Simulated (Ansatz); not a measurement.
# MnS (F-43m): energies of magnetic orders

An exercise on one series of results from a longer session: the logs are not shown, and one member is left open.

Program: Ansatz 0.2.0. Level of theory: DFT r²SCAN, scalar-relativistic, plane waves, PAW. These are calculated values, not measurements.

## The starting structure

It takes space group F-43m (No. 216, cubic). The conventional cell has a = 5.647 Å, b = 5.647 Å, c = 5.647 Å, α = 90.00°, β = 90.00°, γ = 90.00°. Mn (site symmetry -43m) is surrounded by 4 S at 2.45 Å. S (site symmetry -43m) is surrounded by 4 Mn at 2.45 Å.

Structure file:

```xyz
2
Lattice="0.0000 2.8237 2.8237 2.8237 0.0000 2.8237 2.8237 2.8237 0.0000" Properties=species:S:1:pos:R:3 pbc="T T T"
Mn    0.0000    0.0000    0.0000
S     1.4118    1.4118    1.4118
```

An earlier run at r²SCAN left this cell at 22.514 Å³/atom and 0.00 GPa (10×10×10 mesh).

Set-up of the first run:

input.yaml

```yaml
crystal:
  lattice:
    - [0.0, 2.823686198, -2.823686198]
    - [0.0, 2.823686198, 2.823686198]
    - [5.647372396, 0.0, 0.0]
  atoms:
    - { symbol: Mn, position: [0.0, 0.0, 0.0], spin: 5.0 }
    - { symbol: S, position: [0.0, 0.5, 0.25] }
    - { symbol: Mn, position: [0.5, 0.5, 0.5], spin: 5.0 }
    - { symbol: S, position: [0.5, 1.0, 0.75] }
basis:
  ecutwfc: 500
  ecutrho_ratio: 4
kpoints:
  mp_grid: { grid: [8, 8, 6] }
hamiltonian:
  xc: r2scan
scf:
  occupations: { method: gaussian, width: 0.05 }
  lower_state_search: "off"
output:
  forces: true
  stress: true
  eigenvalues: true
  populations: true
magnetization:
  spin_polarized: true
```

The run is started by

```sh
$ ansatz run input.yaml --threads 2 --pin off --max-ram 5120MiB --backend cpu --events-out ev --progress --plain --runs-dir out
```

Steps of the session up to this table: Ferromagnetic, larger cell; Antiferromagnetic, propagation vector (1, 0, 0); Antiferromagnetic, propagation vector (1/2, 1/2, 1/2); No spin polarisation.

One table of the session follows, with a row left open; its other results are not shown here.

| order | above the lowest (meV/atom) | largest moment (μB) | pressure (GPa) | gap on the mesh (eV) |
| --- | --- | --- | --- | --- |
| ferromagnetic | ? | ? | ? | ? |
| antiferromagnetic, propagation vector (1, 0, 0) | 0.0 | 4.21 | -3.0 | 2.35 |
| antiferromagnetic, propagation vector (1/2, 1/2, 1/2) | 19.2 | 4.24 | -2.3 | 1.84 |
| no spin polarisation | 1636.5 | 0.00 | -21.9 | 0.00 |

Q: Estimate the row for ferromagnetic from the others.

As computed: above the lowest (meV/atom): 83.2; largest moment (μB): 4.33; pressure (GPa): 0.0; gap on the mesh (eV): 0.74. In the column «above the lowest (meV/atom)» it lies between antiferromagnetic, propagation vector (1/2, 1/2, 1/2) (19.2) and no spin polarisation (1636.5).

The first row is the run of the earlier session that started with parallel moments (-2405.9312 eV/atom).

Limits of these values: Only these orders were tried, at zero temperature; the one found in experiment may not be among them. Warnings in the runs' records: stability check not made.
